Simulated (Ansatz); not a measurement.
## A sheet of As under strain

A free-standing layer, 2 atoms in a cell of 3.572 × 3.572 Å at 120° (P-3m1), 1.40 Å between its outer nuclei. Ansatz: PBE+D3(BJ), PAW, 420 eV, 9×9×1 mesh. It is strained by x per cent equally along both axes, atoms relaxed; y is the tensile stress along x per length. The small cell can't ripple, as a free sheet would under compression.

| x (%) | y (N/m) |
| --- | --- |
| -4.0 | ? |
| -2.0 | -1.41 |
| 0.0 | 0.00 |
| 2.0 | 1.18 |
| 4.0 | 2.17 |
| 7.0 | 3.34 |

**Question.** Fit y = c1 x + c2 x² to the other rows, give the stiffness, and predict the missing row.

**Answer.** Least squares on the rows shown. y = 0.6451 x − 0.02421 x². The stiffness C11 + C12 is 100 c1 = 65 N/m, and the parabola would peak at x = 13 %, far outside the rows, so that is no strength. At x = -4.0 the fit asked for gives -2.97 N/m. The run gave -3.11 N/m, so the fit is 0.14 N/m too high, 2.2 % of the span of the series, against an rms of 0.02 N/m on the fitted rows. The row lies outside the fitted range. With a term in x³ added, a fit to the same known rows predicts -3.07 N/m, so most of the miss is curvature that the known rows already hold.